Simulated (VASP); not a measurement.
Runs of VASP 6.6.1 on Cd. It takes space group Im-3m (No. 229, cubic). The conventional cell has a = 3.569 Å, b = 3.569 Å, c = 3.569 Å, α = 90.00°, β = 90.00°, γ = 90.00°. Around Cd (site symmetry m-3m) lie 8 Cd at 3.09 Å. This isn't the form of Cd at room conditions, which is hcp.

| cell | target pressure | other keys | gap on the mesh (eV) | pressure (GPa) | relaxed volume (Å³/atom) |
| --- | --- | --- | --- | --- | --- |
| relaxed | - | - | none | 0.0 | (a) |
| relaxed | - | NELMIN = 8; NBANDS = 18 | none | 0.0 | 23.54 |
| relaxed to 2 GPa | 2 GPa | - | none | 1.9 | - |
| relaxed to 10 GPa | 10 GPa | - | none | 10.0 | - |
| relaxed to 20 GPa | 20 GPa | - | none | 20.0 | - |

Alike in all rows: task relaxation of cell and atoms; level PBE; potentials or basis VASP PAW PBE potentials, release 64 (Cd); no spin polarisation; k mesh 10 × 10 × 10; cutoff (eV) 600; smearing fermi-dirac 0.05 eV.

Fill in the values left out.

(a) 23.53.

Caveats: the cell is relaxed towards a set pressure, so the enthalpy falls and the energy may rise (some runs); the volume moved by over 15 % at a fixed basis, so the end points are rough (some runs).

A k mesh can miss the band edges, and the runs leave out spin-orbit coupling on Cd.

A gap of «none» marks a metal or a gap under the smearing width.
